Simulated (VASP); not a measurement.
# FK in VASP: single point with PBE

Aim: the single point of FK with PBE.

Program: VASP 6.6.1. These are calculated values, not measurements. Logs are shortened: lines on timing, memory, paths and dates and some standing lists are left out, and cuts for length are marked.

## Step 1: The undisturbed molecule

The cell holds a molecule in a box, 2 atoms: a = 11.000 Å, b = 10.000 Å, c = 10.000 Å, α = 90.00°, β = 90.00°, γ = 90.00°.

## Step 2: Single point, PBE (atoms moved at random, drawn with an rms of 0.05 Å)

File INCAR:

```
SYSTEM = KF
PREC = Accurate
ENCUT = 520
EDIFF = 1E-6
ISMEAR = 0
SIGMA = 0.01
LREAL = .FALSE.
LASPH = .TRUE.
NELM = 60
ALGO = Fast
ISIF = 2
LWAVE = .FALSE.
LCHARG = .FALSE.
GGA = PE
NBANDS = 15
```

File KPOINTS:

```
Automatic mesh
0
G
  1 1 1
  0 0 0
```

File POSCAR:

```
KF
1.0
   11.0000000000      0.0000000000      0.0000000000
    0.0000000000     10.0000000000      0.0000000000
    0.0000000000      0.0000000000     10.0000000000
F K
1 1
Direct
    0.5871900000      0.4644720000      0.5454470000
    0.4200450000      0.5310540000      0.4580130000
```

Potentials or basis: VASP PAW PBE potentials, release 64 (F, K_sv).

The run is started by

```sh
$ cat potpaw_PBE.64/F/POTCAR potpaw_PBE.64/K_sv/POTCAR > POTCAR
$ mpirun -np 1 vasp_gam > vasp.out
```

OUTCAR:

```text
SYSTEM = KF
   PREC = Accurate
   ENCUT = 520
   EDIFF = 1E-6
   ISMEAR = 0
   LREAL = .FALSE.
   LASPH = .TRUE.
   NELM = 60
   ISIF = 2
   GGA = PE

 ion  position               nearest neighbor table
   1  0.587  0.464  0.545-   2 2.14
   2  0.420  0.531  0.458-   1 2.14

  LATTYP: Found a simple tetragonal cell.
 ALAT       =    10.0000000000
 C/A-ratio  =     1.1000000000

  Lattice vectors:

 A1 = (   0.0000000000,  10.0000000000,   0.0000000000)
 A2 = (   0.0000000000,   0.0000000000,  10.0000000000)
 A3 = (  11.0000000000,   0.0000000000,   0.0000000000)

Analysis of symmetry for initial positions (statically):
=====================================================================
 Subroutine PRICEL returns:
 Original cell was already a primitive cell.

 Routine SETGRP: Setting up the symmetry group for a
 simple tetragonal supercell.

 Subroutine GETGRP returns: Found  1 space group operations
 (whereof  1 operations were pure point group operations)
 out of a pool of 16 trial point group operations.

The static configuration has the point symmetry C_1 .

Analysis of symmetry for dynamics (positions and initial velocities):
=====================================================================
 Subroutine PRICEL returns:
 Original cell was already a primitive cell.

 Routine SETGRP: Setting up the symmetry group for a
 simple tetragonal supercell.

 Subroutine GETGRP returns: Found  1 space group operations
 (whereof  1 operations were pure point group operations)
 out of a pool of 16 trial point group operations.

The dynamic configuration has the point symmetry C_1 .

 Subroutine INISYM returns: Found  1 space group operations
 (whereof  1 operations are pure point group operations),
 and found     1 'primitive' translations

----------------------------------------------------------------------------------------

                                     Primitive cell

  volume of cell :    1100.0000

  direct lattice vectors                    reciprocal lattice vectors
    11.000000000  0.000000000  0.000000000     0.090909091  0.000000000  0.000000000
     0.000000000 10.000000000  0.000000000     0.000000000  0.100000000  0.000000000
     0.000000000  0.000000000 10.000000000     0.000000000  0.000000000  0.100000000

  length of vectors
    11.000000000 10.000000000 10.000000000     0.090909091  0.100000000  0.100000000

  position of ions in fractional coordinates (direct lattice)
     0.587190000  0.464472000  0.545447000
     0.420045000  0.531054000  0.458013000

[... 57 lines left out ...]
   NFREE  =      0    steps in history (QN), initial steepest desc. (CG)
   ISIF   =      2    stress and relaxation
   ISYM   =      2    0-nonsym 1-usesym 2-fastsym
   POTIM  = 0.5000    time-step for ionic-motion
   TEBEG  =    0.0;   TEEND  =   0.0 temperature during run
   PSTRESS=    0.0 pullay stress
   NELECT =      16.0000    total number of electrons
   NUPDOWN=      -1.0000    fix difference up-down
   EMIN   =  10.00;   EMAX   =-10.00  energy-range for DOS
   EFERMI =   0.00;   METHOD = LEGACY
   ISMEAR =     0;   SIGMA  =   0.01  broadening in eV -4-tet -1-fermi 0-gaus
   EFERMI_NEDOS =   21; number of points for ismear=-14 and -15
   IALGO  =     68    algorithm
   IMIX   =      4    mixing-type and parameters
     AMIX     =   0.40;   BMIX     =  1.00
     AMIX_MAG =   1.60;   BMIX_MAG =  1.00
  volume/ion in A,a.u.               =     550.00      3711.58
  Fermi-wavevector in a.u.,A,eV,Ry     =   0.399623  0.755178  2.172832  0.159699
  Thomas-Fermi vector in A             =   1.347967
   LORBIT       =      0    0 simple, 1 ext, 2 COOP (PROOUT), +10 PAW based schemes
   GGA     = PE    functional components
   LHFCALC =     F    Hartree Fock is set to
   AEXX    =    0.0000 exact exchange contribution
   IVDW    =     0    specifies the selected vdW correction
   LEPSILON=     F    determine dielectric tensor
   LRPA    =     F    only Hartree local field effects (RPA)
 non-spin polarized calculation
 RMM-DIIS sequential band-by-band and
 Gauss-broadening in eV      SIGMA  =   0.01
  energy-cutoff  :      520.00
  volume of cell :     1100.00
 maximum number of plane-waves:     14859
 NGX is ok and might be reduce to    84
   NGX = 41   NGY = 37   NGZ = 37

 number of electron      16.0000001 magnetization

 Free energy of the ion-electron system (eV)
  ---------------------------------------------------
  ext. energy  EPLUGINS =         0.00000000
  ---------------------------------------------------
  free energy    TOTEN  =        -6.16186985 eV

  energy without entropy =       -6.16186985  energy(sigma->0) =       -6.16186985

 E-fermi :  -4.7001     XC(G=0):  -0.7801

 val. band max:       -4.8349456641   @ k =   0.0000   0.0000   0.0000
 cond. band min:      -1.2515103269   @ k =   0.0000   0.0000   0.0000
 fundamental gap:      3.5834353372
 Fermi energy:        -4.7000892692

 k-point     1 :       0.0000    0.0000    0.0000
  band No.  band energies     occupation
      1     -34.1244      2.00000
      2     -23.4154      2.00000
      3     -17.7076      2.00000
      4     -17.7067      2.00000
      5     -17.2942      2.00000
      6      -4.8745      2.00000
      7      -4.8736      2.00000
      8      -4.8349      2.00000
      9      -1.2515      0.00000
     10       0.4719      0.00000
     11       0.4972      0.00000
     12       0.5279      0.00000
     13       0.6631      0.00000
     14       1.0140      0.00000
     15       1.1319      0.00000

------------------------ aborting loop because EDIFF is reached ----------------------------------------

  FORCE on cell =-STRESS in cart. coord.  units (eV):
  Direction    XX          YY          ZZ          XY          YZ          ZX
  --------------------------------------------------------------------------------------
  -------------------------------------------------------------------------------------
  Total        0.3750968      0.0627117      0.1000918     -0.2495075     -0.1219769      0.3280054
  in kB        0.5463378      0.0913411      0.1457862     -0.3634138     -0.1776623      0.4777480
  external PRESSURE =       0.2611550 kB  Pullay stress =       0.0000000 kB

 VOLUME and BASIS-vectors are now :
 -----------------------------------------------------------------------------
  energy-cutoff  :      520.00
  volume of cell :     1100.00
      direct lattice vectors                 reciprocal lattice vectors
    11.000000000  0.000000000  0.000000000     0.090909091  0.000000000  0.000000000
     0.000000000 10.000000000  0.000000000     0.000000000  0.100000000  0.000000000
     0.000000000  0.000000000 10.000000000     0.000000000  0.000000000  0.100000000

 POSITION                                       TOTAL-FORCE (eV/Angst)
 -----------------------------------------------------------------------------------
      6.45909      4.64472      5.45447         0.333059     -0.127888      0.168285
      4.62050      5.31054      4.58013        -0.333059      0.127888     -0.168285
 -----------------------------------------------------------------------------------
    total drift:                                0.000953     -0.000544      0.000849

  FREE ENERGIE OF THE ION-ELECTRON SYSTEM (eV)
  ---------------------------------------------------
  free  energy   TOTEN  =        -6.1618698478 eV

  energy  without entropy=       -6.1618698478  energy(sigma->0) =       -6.16186985
```

stdout:

```text
POSCAR found type information on POSCAR F K
 POSCAR found :  2 types and       2 ions
 scaLAPACK will be used
 LDA part: xc-table for (Slater+PW92), standard interpolation
 POSCAR, INCAR and KPOINTS ok, starting setup
 FFT: planning ... GRIDC
 FFT: planning ... GRID_SOFT
 FFT: planning ... GRID
 WAVECAR not read
 entering main loop
```

It took 3.2 min on 1 thread of Intel Xeon Platinum 8375C at 2.90GHz (Ice Lake), shared host; peak memory 0.91 GiB.

What came out:

- Free energy: -6.1619 eV
- Largest force: 0.394 eV/Å
- Gap between the frontier levels: 3.58 eV

Forces on the atoms (eV/Å):
```
F    0.333 -0.128  0.168
K   -0.333  0.128 -0.168
```

## Step 3: The reference run

An earlier run on the cell as given: functional PBE; potentials or basis VASP PAW PBE potentials, release 64 (F, K_sv); cutoff 520 eV; k mesh 1 × 1 × 1; occupations gaussian, width 0.01 eV; no spin polarisation.

* Largest force: 0.011 eV/Å
* Gap between the frontier levels: 3.48 eV
